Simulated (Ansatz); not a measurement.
# Si2Ni (Fm-3m): modes against uniaxial strain along [110], part 2 of 2

Wanted: the shifts of the zone-centre modes of Si2Ni (Fm-3m) with strain.

Ansatz 0.2.0; DFT PBEsol, scalar-relativistic, plane waves, PAW; PAW set soft_1.

So far, highest optical mode at the zone centre (no LO-TO term) (cm⁻¹): step 4 (zone-centre response at rest) 329; step 6 (strain 4 %) 363.

## 7. Relaxation of a member: uniaxial strain of -4 % along [110] (continued)

Relaxation path:

| step | energy less that of the first step (eV) | largest force component (eV/Å) | pressure (GPa) | volume (Å³) |
| --- | --- | --- | --- | --- |
| 1 | 0.0000 | 0.0797 | 3.60 | 38.35 |
| 2 | -0.0011 | 0.0515 | 3.02 | 38.47 |
| 3 | -0.0017 | 0.0016 | 2.47 | 38.59 |
| 4 | -0.0017 | 0.0005 | 2.46 | 38.59 |
| 5 | -0.0017 | 0.0000 | 2.45 | 38.60 |
| 6* | -0.0018 | 0.0000 | 2.45 | 38.60 |

Relaxation steps marked * repeat the geometry before them on a plane-wave basis chosen anew for their cell, so energy and pressure can jump there.

Forces are held to the 8 operations that the run works with; a distortion that breaks them can't arise in this run.

| conventional cell, symmetrised | before | after | change |
| --- | --- | --- | --- |
| a (Å) | 3.659 | 3.659 | +0.0 % |
| b (Å) | 3.799 | 3.796 | -0.1 % |
| c (Å) | 5.518 | 5.558 | +0.7 % |
| volume (Å³/atom) | 12.78 | 12.87 | +0.7 % |

The relaxed structure:

```cif
data_structure
_symmetry_space_group_name_H-M 'P 1'
_symmetry_Int_Tables_number 1
_cell_length_a 3.8303
_cell_length_b 3.8303
_cell_length_c 3.6586
_cell_angle_alpha 61.472
_cell_angle_beta 61.472
_cell_angle_gamma 59.417
_cell_volume 38.60
loop_
_atom_site_label
_atom_site_type_symbol
_atom_site_fract_x
_atom_site_fract_y
_atom_site_fract_z
_atom_site_occupancy
Si1 Si 0.25478 0.25478 0.24522 1
Si2 Si 0.74522 0.74522 0.75478 1
Ni3 Ni 0.00000 0.00000 0.00000 1
```

Numbers from this step:

- pressure: 2.450 GPa
- volume per atom: 12.87 Å³

The largest force component left is 0.016 meV/Å.

## 8. Modes of this member: uniaxial strain of -4 % along [110]

The zone-centre modes follow for uniaxial strain of -4 % along [110].

Contents of input.yaml:

```yaml
crystal:
  lattice:
    - [-0.0487556025, 2.6357575567, 2.7787715901]
    - [2.6357575567, -0.0487556025, 2.7787715901]
    - [2.5870019542, 2.5870019542, 0.0]
  atoms:
    - { symbol: Si, position: [0.2547774094, 0.2547774094, 0.2452225906] }
    - { symbol: Si, position: [0.7452225906, 0.7452225906, 0.7547774094] }
    - { symbol: Ni, position: [0.0, 0.0, 0.0] }
kpoints:
  mp_grid: { grid: [16, 16, 16] }
hamiltonian:
  xc: pbesol
  pseudopotentials: { kind: paw, azcp: { folder: soft_1 }, xc_functional: pbe }
scf:
  occupations: { method: methfessel_paxton, width: 0.2 }
output:
  eigenvalues: true
phonons:
  method: dfpt
```

Started as:

```sh
ansatz run input.yaml --threads 4 --pin off --max-ram 10240MiB --backend cpu --events-out ev --progress --plain --runs-dir out
```

Elapsed: 88 s, on 4 threads of Arm Neoverse V2, shared host; peak memory 2.3 GiB; 5.6 min of CPU time.

This step gave:

- sum-rule residual before enforcement: 3.76e-5 eV/Å²
- highest optical mode at the zone centre (no LO-TO term): 369.7 cm⁻¹
- lowest optical zone-centre mode: 301.0 cm⁻¹

Patterns of degenerate modes are one choice out of their space. Modes at Γ, with each element's share of the kinetic energy:

| mode | frequency (cm⁻¹) | symmetry | Si % | Ni % |
| --- | --- | --- | --- | --- |
| 1 | 0.0 | acoustic | 49 | 51 |
| 2 | 0.0 | acoustic | 49 | 51 |
| 3 | 0.0 | acoustic | 49 | 51 |
| 4 | 301.0 | B2u | 51 | 49 |
| 5 | 309.5 | Ag | 100 | 0 |
| 6 | 324.1 | B1u | 51 | 49 |
| 7 | 328.4 | B3u | 51 | 49 |
| 8 | 348.4 | B3g | 100 | 0 |
| 9 | 369.7 | B2g | 100 | 0 |

The lowest optical mode is real, 301 cm⁻¹, and the highest lies at 369.7 cm⁻¹.

For the highest optical mode at the zone centre (no LO-TO term), step 4 gave 329 cm⁻¹; this run, with strain -4 %, gives 370 cm⁻¹ (+12 %).

## 9. All members side by side

The members are set side by side, also those not shown above.

Stress is positive in compression; energies are extrapolated to zero smearing, and E0 is that at rest; the edges not held and the atoms are relaxed in each cell; all runs use 16×16×16 k points and Methfessel-Paxton smearing of 0.2 eV. State of the crystal along the series:

| strain (%) | stress along the axis (GPa) | free strain along [-110] (%) | free strain along [001] (%) | E - E0 (meV/atom) |
| --- | --- | --- | --- | --- |
| -4 | 7.344 | -0.3815 | 3.116 | 11.29 |
| -3 | 5.236 | -0.3149 | 2.377 | 6.026 |
| -2 | 3.267 | -0.2244 | 1.616 | 2.534 |
| -1 | 1.541 | -0.1168 | 0.8123 | 0.6046 |
| 0 | -3.20e-4 | 0 | 0 | 0 |
| 1 | -1.383 | 0.1014 | -0.7957 | 0.5726 |
| 2 | -2.662 | 0.142 | -1.527 | 2.208 |
| 3 | -3.866 | 0.09611 | -2.169 | 4.841 |
| 4 | -4.982 | -0.009788 | -2.755 | 8.386 |

Optical modes are counted from below at rest and tracked from member to member by their patterns, and modes that stay within 0.3 cm⁻¹ of each other stand once; labels, where given, are those at rest, then, where named, those of the strained cell; the edges not held and the atoms are relaxed in each cell; all runs use 16×16×16 k points and Methfessel-Paxton smearing of 0.2 eV. Optical modes along the series:

| strain (%) | optical mode 1 T1u single part (cm⁻¹) | optical mode 2 T1u single part (cm⁻¹) | optical mode 3 T1u single part (cm⁻¹) | optical mode 4 T2g single part (cm⁻¹) | optical mode 5 T2g single part (cm⁻¹) | optical mode 6 T2g to Ag single part (cm⁻¹) |
| --- | --- | --- | --- | --- | --- | --- |
| -4 | 328.4 | 324.1 | 301 | 369.7 | 348.4 | 309.5 |
| -3 | 324.4 | 320.6 | 303.5 | 361.4 | 345.3 | 314.6 |
| -2 | 319.9 | 317.2 | 305.9 | 351 | 339.8 | 317.9 |
| -1 | 315.6 | 314 | 308.3 | 340.1 | 333.8 | 321.9 |
| 0 | 310.8 | 310.8 | 310.8 | 329.1 | 329.1 | 329.1 |
| 1 | 305.1 | 307.5 | 313.5 | 318 | 326.4 | 338.2 |
| 2 | 298.7 | 304.5 | 316.6 | 307.1 | 325.9 | 347.2 |
| 3 | 291.3 | 301.8 | 320.2 | 295.2 | 324.7 | 355.3 |
| 4 | 283.4 | 299.4 | 323.9 | 282.2 | 322.2 | 362.9 |

Value and slope at zero strain of a cubic (a lower polynomial where under five rows exist) through the rows within 2 % of rest. Slopes at rest:

| mode | frequency (cm⁻¹) | shift per percent of strain (cm⁻¹) | shift per GPa of compressive stress (cm⁻¹) |
| --- | --- | --- | --- |
| optical mode 1 T1u single part | 310.7 | -5.19 | 3.57 |
| optical mode 2 T1u single part | 310.7 | -3.22 | 2.22 |
| optical mode 3 T1u single part | 310.8 | 2.56 | -1.76 |
| optical mode 4 T2g single part | 329.1 | -11.11 | 7.63 |
| optical mode 5 T2g single part | 329.2 | -3.78 | 2.6 |
| optical mode 6 T2g to Ag single part | 329.2 | 8.41 | -5.78 |

## 10. What came out

```yaml
members: 9
highest_optical_mode_at_the_zone_centre_no_lo_to_term_at_rest: 329.1 cm⁻¹
young_s_modulus_along_110: 145 GPa
optical_mode_3_t1u_single_part_shift_per_percent: 2.56 cm⁻¹
optical_mode_4_t2g_single_part_shift_per_percent: -11.11 cm⁻¹
optical_mode_5_t2g_single_part_shift_per_percent: -3.78 cm⁻¹
optical_mode_6_t2g_to_ag_single_part_shift_per_percent: 8.41 cm⁻¹
```

In words: The stress changes by 1.45 GPa for each percent, a Young’s modulus of 145 GPa along [110]. For each percent the free edges respond with 0.11 % along [-110] and -0.81 % along [001]. The strain lowers the symmetry: the level at 329.1 cm⁻¹ splits, into 369.7, 348.4 and 309.5 cm⁻¹ at -4 %. Within 2 % of rest optical mode 5 T2g single part and optical mode 6 T2g to Ag single part bend away from a straight line, so a single slope holds only near rest. The fastest shift in the table of slopes is -11.1 cm⁻¹ for each percent (optical mode 4 T2g single part), or 7.6 cm⁻¹ for each GPa of compressive stress. For small strain, the measured shift of a line that Raman or infrared light can see, divided by its slope, estimates the stress, if the state of stress is of this kind. These are harmonic frequencies at zero temperature: anharmonic shifts, linewidths and thermal expansion are left out. With no gap, or one that is small against the smearing, the frequencies hang on the k mesh and the smearing, most of all near Kohn anomalies. The runs are without spin polarisation, although Ni often carries a moment. The PAW files were made for PBE; the program adapts parts of them to the functional of the run, but their partial waves stay those of PBE, an approximation that was not tested in this session. Only the zone centre was solved, so an instability at another wavevector cannot show here.

[Logs are printed without paths, hosts, clocks, repeated set-up lines and the standing remarks that a program may print on its own settings, such as how far it seeks lower states.]

[Hosts, paths, dates, database ids (printed as entryN), source tags and the programs' standing remarks are cut or masked in the printed files.]
